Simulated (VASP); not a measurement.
# N (Pm-3m) in VASP: single point with PBE

Aim: the single point of N with PBE.

Program: VASP 6.6.1. These are calculated values, not measurements. Logs are shortened: lines on timing, memory, paths and dates and some standing lists are left out, and cuts for length are marked.

**1. Starting point**

The structure is cubic, space group Pm-3m (No. 221). Conventional cell: a = 1.882 Å, b = 1.882 Å, c = 1.882 Å, α = 90.00°, β = 90.00°, γ = 90.00°. N (site symmetry m-3m) is surrounded by 6 N at 1.88 Å.

The cell was built by a generator and needn't be a form met in nature.

**2. Single point, PBE**

File INCAR:

```
SYSTEM = N
PREC = Accurate
ENCUT = 520
EDIFF = 1E-6
ISMEAR = -1
SIGMA = 0.13605693000000002
LREAL = .False.
LASPH = .True.
NELM = 80
ALGO = Normal
ISIF = 2
LWAVE = .False.
LCHARG = .True.
GGA = PE
LELF = .True.
LVHAR = .True.
NBANDS = 8
```

File KPOINTS:

```
Automatic mesh
0
Gamma
  17 17 17
  0 0 0
```

File POSCAR:

```
N
1.0
    1.8823856842      0.0000000000      0.0000000000
    0.0000000000      1.8823856842      0.0000000000
    0.0000000000      0.0000000000      1.8823856842
N
1
Direct
    0.0000000000      0.0000000000      0.0000000000
```

Potentials or basis: VASP PAW PBE potentials, release 64 (N).

Run with:

```sh
$ cat potpaw_PBE.64/N/POTCAR > POTCAR
$ mpirun -np 1 vasp_std > vasp.out
```

OUTCAR:

```text
SYSTEM = N
   PREC = Accurate
   ENCUT = 520
   EDIFF = 1E-6
   ISMEAR = -1
   LREAL = .False.
   LASPH = .True.
   NELM = 80
   ISIF = 2
   GGA = PE

 ion  position               nearest neighbor table
   1  0.000  0.000  0.000-

  LATTYP: Found a simple cubic cell.
 ALAT       =     1.8823856842

  Lattice vectors:

 A1 = (   1.8823856842,   0.0000000000,   0.0000000000)
 A2 = (   0.0000000000,   1.8823856842,   0.0000000000)
 A3 = (   0.0000000000,   0.0000000000,   1.8823856842)

Analysis of symmetry for initial positions (statically):
=====================================================================
 Subroutine PRICEL returns:
 Original cell was already a primitive cell.

 Routine SETGRP: Setting up the symmetry group for a
 simple cubic supercell.

 Subroutine GETGRP returns: Found 48 space group operations
 (whereof 48 operations were pure point group operations)
 out of a pool of 48 trial point group operations.

The static configuration has the point symmetry O_h .

Analysis of symmetry for dynamics (positions and initial velocities):
=====================================================================
 Subroutine PRICEL returns:
 Original cell was already a primitive cell.

 Routine SETGRP: Setting up the symmetry group for a
 simple cubic supercell.

 Subroutine GETGRP returns: Found 48 space group operations
 (whereof 48 operations were pure point group operations)
 out of a pool of 48 trial point group operations.

The dynamic configuration has the point symmetry O_h .

 Subroutine INISYM returns: Found 48 space group operations
 (whereof 48 operations are pure point group operations),
 and found     1 'primitive' translations

----------------------------------------------------------------------------------------

                                     Primitive cell

  volume of cell :       6.6700

  direct lattice vectors                    reciprocal lattice vectors
     1.882385684  0.000000000  0.000000000     0.531240759  0.000000000  0.000000000
     0.000000000  1.882385684  0.000000000     0.000000000  0.531240759  0.000000000
     0.000000000  0.000000000  1.882385684     0.000000000  0.000000000  0.531240759

  length of vectors
     1.882385684  1.882385684  1.882385684     0.531240759  0.531240759  0.531240759

  position of ions in fractional coordinates (direct lattice)
     0.000000000  0.000000000  0.000000000

  ion indices of the primitive-cell ions
   primitive index   ion index
                 1           1

----------------------------------------------------------------------------------------

 KPOINTS: Automatic mesh

Automatic generation of k-mesh.
 Grid dimensions read from file:
 generate k-points for:   17   17   17

 Generating k-lattice:

  Cartesian coordinates                     Fractional coordinates (reciprocal lattice)
     0.031249456  0.000000000  0.000000000     0.058823529  0.000000000  0.000000000
     0.000000000  0.031249456  0.000000000     0.000000000  0.058823529  0.000000000
     0.000000000  0.000000000  0.031249456     0.000000000  0.000000000  0.058823529

  Length of vectors
     0.031249456  0.031249456  0.031249456

  Shift w.r.t. Gamma in fractional coordinates (k-lattice)
     0.000000000  0.000000000  0.000000000

 Subroutine IBZKPT returns following result:
 ===========================================

 Found    165 irreducible k-points:

 Following reciprocal coordinates:
            Coordinates               Weight
  0.000000  0.000000  0.000000      1.000000
  0.058824  0.000000  0.000000      6.000000
  0.117647  0.000000  0.000000      6.000000
  0.176471  0.000000  0.000000      6.000000
  0.235294  0.000000  0.000000      6.000000
  0.294118  0.000000  0.000000      6.000000
[... 16 lines left out ...]
  0.411765  0.117647  0.000000     24.000000
  0.470588  0.117647  0.000000     24.000000
 [... further k-points ...]
   k-points           NKPTS =    165   k-points in BZ     NKDIM =    165   number of bands    NBANDS=      8
   number of dos      NEDOS =    301   number of ions     NIONS =      1
   total plane-waves  NPLWV =   2744
   dimension x,y,z NGX =    14 NGY =   14 NGZ =   14
   dimension x,y,z NGXF=    28 NGYF=   28 NGZF=   28
   ions per type =               1
   NGX,Y,Z   is equivalent  to a cutoff of  12.36, 12.36, 12.36 a.u.
   NGXF,Y,Z  is equivalent  to a cutoff of  24.73, 24.73, 24.73 a.u.
 SYSTEM =  N
   PREC   = accura    normal or accurate (medium, high low for compatibility)
   ISTART =      0    job   : 0-new  1-cont  2-samecut
   ICHARG =      2    charge: 1-file 2-atom 10-const
   ISPIN  =      1    spin polarized calculation?
   LNONCOLLINEAR =      F non collinear calculations
   LSORBIT =      F    spin-orbit coupling
   LASPH  =      T    aspherical Exc in radial PAW
   ENCUT  =  520.0 eV  38.22 Ry    6.18 a.u.   3.50  3.50  3.50*2*pi/ulx,y,z
   NELM   =     80;   NELMIN=  2; NELMDL= -5     # of ELM steps
   EDIFF  = 0.1E-05   stopping-criterion for ELM
   LREAL  =      F    real-space projection
   EDIFFG = 0.1E-04   stopping-criterion for IOM
   NSW    =      0    number of steps for IOM
   IBRION =     -1    ionic relax: 0-MD 1-quasi-New 2-CG
   NFREE  =      0    steps in history (QN), initial steepest desc. (CG)
   ISIF   =      2    stress and relaxation
   ISYM   =      2    0-nonsym 1-usesym 2-fastsym
   POTIM  = 0.5000    time-step for ionic-motion
   TEBEG  =    0.0;   TEEND  =   0.0 temperature during run
   PSTRESS=    0.0 pullay stress
   NELECT =       5.0000    total number of electrons
   NUPDOWN=      -1.0000    fix difference up-down
   EMIN   =  10.00;   EMAX   =-10.00  energy-range for DOS
   EFERMI =   0.00;   METHOD = LEGACY
   ISMEAR =    -1;   SIGMA  =   0.14  broadening in eV -4-tet -1-fermi 0-gaus
   EFERMI_NEDOS =   21; number of points for ismear=-14 and -15
   IALGO  =     38    algorithm
   IMIX   =      4    mixing-type and parameters
     AMIX     =   0.40;   BMIX     =  1.00
     AMIX_MAG =   1.60;   BMIX_MAG =  1.00
  volume/ion in A,a.u.               =       6.67        45.01
  Fermi-wavevector in a.u.,A,eV,Ry     =   1.487155  2.810315 30.091051  2.211630
  Thomas-Fermi vector in A             =   2.600351
   LORBIT       =      0    0 simple, 1 ext, 2 COOP (PROOUT), +10 PAW based schemes
   GGA     = PE    functional components
   LHFCALC =     F    Hartree Fock is set to
   AEXX    =    0.0000 exact exchange contribution
   IVDW    =     0    specifies the selected vdW correction
   LEPSILON=     F    determine dielectric tensor
   LRPA    =     F    only Hartree local field effects (RPA)
 non-spin polarized calculation
  energy-cutoff  :      520.00
  volume of cell :        6.67
 maximum number of plane-waves:       191
 NGX is ok and might be reduce to    14
   NGX =  7   NGY =  7   NGZ =  7

 number of electron       4.9999999 magnetization

 Free energy of the ion-electron system (eV)
  ---------------------------------------------------
  ext. energy  EPLUGINS =         0.00000000
  ---------------------------------------------------
  free energy    TOTEN  =        -5.08383313 eV

  energy without entropy =       -5.06016919  energy(sigma->0) =       -5.07200116

 E-fermi :   7.1892     XC(G=0): -13.0630

 val. band max:        7.1869521582   @ k =   0.1765   0.1765   0.0588
 cond. band min:       7.2033968982   @ k =   0.1765   0.1176   0.0000
 fundamental gap:      0.0164447399
 Fermi energy:         7.1891690123

 k-point     1 :       0.0000    0.0000    0.0000
  band No.  band energies     occupation
      1     -14.9772      2.00000
      2      11.1512      0.00000
      3      11.1512      0.00000
      4      11.1512      0.00000
      5      29.0962      0.00000
      6      32.7039      0.00000
      7      32.7039      0.00000
      8      56.0744      0.00000

 k-point     2 :       0.0588    0.0000    0.0000
  band No.  band energies     occupation
      1     -14.8626      2.00000
      2      10.5754      0.00000
      3      11.2056      0.00000
      4      11.2056      0.00000
      5      29.1951      0.00000
      6      32.8369      0.00000
      7      33.2389      0.00000
      8      55.5833      0.00000

 k-point     3 :       0.1176    0.0000    0.0000
  band No.  band energies     occupation
      1     -14.5201      2.00000
      2       9.0479      0.00000
      3      11.3637      0.00000
      4      11.3637      0.00000
      5      29.4318      0.00000
      6      33.2336      0.00000
      7      34.6401      0.00000
      8      54.2284      0.00000

 k-point     4 :       0.1765    0.0000    0.0000
  band No.  band energies     occupation
      1     -13.9549      2.00000
      2       6.9590      1.68899
      3      11.6097      0.00000
      4      11.6097      0.00000
      5      29.7459      0.00000
      6      33.8867      0.00000
      7      36.3819      0.00000
      8      52.3374      0.00000

 k-point     5 :       0.2353    0.0000    0.0000
  band No.  band energies     occupation
      1     -13.1766      2.00000
      2       4.6331      2.00000
      3      11.9172      0.00000
      4      11.9172      0.00000
      5      30.1202      0.00000
      6      34.7806      0.00000
      7      37.8775      0.00000
      8      50.2916      0.00000

 k-point     6 :       0.2941    0.0000    0.0000
  band No.  band energies     occupation
      1     -12.2045      2.00000
      2       2.2828      2.00000
      3      12.2500      0.00000
      4      12.2500      0.00000
      5      30.5342      0.00000
      6      35.8836      0.00000
      7      38.7535      0.00000
      8      48.3829      0.00000

 k-point     7 :       0.3529    0.0000    0.0000
  band No.  band energies     occupation
      1     -11.0822      2.00000
      2       0.0603      2.00000
      3      12.5626      0.00000
      4      12.5626      0.00000
      5      30.9468      0.00000
      6      37.1271      0.00000
      7      39.0252      0.00000
      8      46.8025      0.00000

 k-point     8 :       0.4118    0.0000    0.0000
  band No.  band energies     occupation
      1      -9.9172      2.00000
      2      -1.8640      2.00000
      3      12.8076      0.00000
      4      12.8076      0.00000
      5      31.2955      0.00000
      6      38.3533      0.00000
      7      38.9632      0.00000
      8      45.6801      0.00000

 k-point     9 :       0.4706    0.0000    0.0000
  band No.  band energies     occupation
      1      -9.0261      2.00000
      2      -3.1420      2.00000
      3      12.9426      0.00000
      4      12.9426      0.00000
      5      31.5004      0.00000
      6      38.8491      0.00000
      7      39.2100      0.00000
      8      45.0976      0.00000

 k-point    10 :       0.0588    0.0588    0.0000
  band No.  band energies     occupation
      1     -14.7481      2.00000
      2      10.5451      0.00000
      3      10.7231      0.00000
      4      11.2598      0.00000
      5      29.2893      0.00000
      6      33.1689      0.00000
      7      33.5599      0.00000
      8      54.7819      0.00000
[... 78 lines left out ...]
 k-point    18 :       0.1176    0.1176    0.0000
  band No.  band energies     occupation
      1     -14.0655      2.00000
      2       9.0216      0.00000
      3       9.6058      0.00000
      4      11.5725      0.00000
      5      29.6629      0.00000
      6      34.3979      0.00000
      7      35.7389      0.00000
      8      51.5113      0.00000

 k-point    19 :       0.1765    0.1176    0.0000
  band No.  band energies     occupation
      1     -13.5031      2.00000
      2       7.2034      0.94776
      3       9.6845      0.00000
      4      11.8141      0.00000
      5      29.8101      0.00000
      6      35.0920      0.00000
      7      37.2157      0.00000
      8      49.6566      0.00000

 k-point    20 :       0.2353    0.1176    0.0000
  band No.  band energies     occupation
      1     -12.7292      2.00000
      2       4.9340      2.00000
      3      10.0536      0.00000
      4      12.1159      0.00000
      5      29.9018      0.00000
      6      35.8529      0.00000
      7      38.5530      0.00000
      8      47.9467      0.00000

 k-point    21 :       0.2941    0.1176    0.0000
  band No.  band energies     occupation
      1     -11.7632      2.00000
      2       2.6209      2.00000
      3      10.4745      0.00000
      4      12.4420      0.00000
      5      29.9047      0.00000
      6      36.7403      0.00000
      7      39.3557      0.00000
      8      46.3956      0.00000

 k-point    22 :       0.3529    0.1176    0.0000
  band No.  band energies     occupation
      1     -10.6475      2.00000
      2       0.4267      2.00000
      3      10.8817      0.00000
      4      12.7483      0.00000
      5      29.8130      0.00000
      6      37.7173      0.00000
      7      39.7474      0.00000
      8      44.9251      0.00000

 k-point    23 :       0.4118    0.1176    0.0000
  band No.  band energies     occupation
      1      -9.4918      2.00000
      2      -1.4759      2.00000
      3      11.2079      0.00000
      4      12.9878      0.00000
      5      29.6718      0.00000
      6      38.6349      0.00000
      7      40.1007      0.00000
      8      43.5115      0.00000

 k-point    24 :       0.4706    0.1176    0.0000
  band No.  band energies     occupation
      1      -8.6095      2.00000
      2      -2.7390      2.00000
      3      11.3907      0.00000
      4      13.1196      0.00000
      5      29.5672      0.00000
      6      39.1465      0.00000
      7      40.7826      0.00000
      8      42.2460      0.00000

 [... further k-points ...]

------------------------ aborting loop because EDIFF is reached ----------------------------------------

  FORCE on cell =-STRESS in cart. coord.  units (eV):
  Direction    XX          YY          ZZ          XY          YZ          ZX
  --------------------------------------------------------------------------------------
  -------------------------------------------------------------------------------------
  Total       -0.1845845     -0.1845845     -0.1845845      0.0000000      0.0000000     -0.0000000
  in kB      -44.3384056    -44.3384056    -44.3384056      0.0000000      0.0000000     -0.0000000
  external PRESSURE =     -44.3384056 kB  Pullay stress =       0.0000000 kB

 VOLUME and BASIS-vectors are now :
 -----------------------------------------------------------------------------
  energy-cutoff  :      520.00
  volume of cell :        6.67
      direct lattice vectors                 reciprocal lattice vectors
     1.882385684  0.000000000  0.000000000     0.531240759  0.000000000  0.000000000
     0.000000000  1.882385684  0.000000000     0.000000000  0.531240759  0.000000000
     0.000000000  0.000000000  1.882385684     0.000000000  0.000000000  0.531240759

 POSITION                                       TOTAL-FORCE (eV/Angst)
 -----------------------------------------------------------------------------------
      0.00000      0.00000      0.00000         0.000000      0.000000      0.000000
 -----------------------------------------------------------------------------------
    total drift:                               -0.000000     -0.000000     -0.000000

  FREE ENERGIE OF THE ION-ELECTRON SYSTEM (eV)
  ---------------------------------------------------
  free  energy   TOTEN  =        -5.0838331292 eV

  energy  without entropy=       -5.0601691890  energy(sigma->0) =       -5.07200116
```

Wall time 5.5 s (1 thread of Intel Xeon Platinum 8259CL at 2.50GHz (Skylake/Cascade Lake), shared host); peak memory 0.1 GiB.

What came out:

```yaml
Free_energy: -5.0838 eV
Pressure: -4.4 GPa
Band_gap_on_the_k_mesh: none (metal or under the smearing width)
```

Levels at points of the mesh, in eV from the Fermi level:
| k point | band 1 | band 2 | band 3 | band 4 | band 5 | band 6 |
| --- | --- | --- | --- | --- | --- | --- |
| (0.00, 0.00, 0.00) | -22.17 | 3.96 | 3.96 | 3.96 | 21.91 | 25.51 |
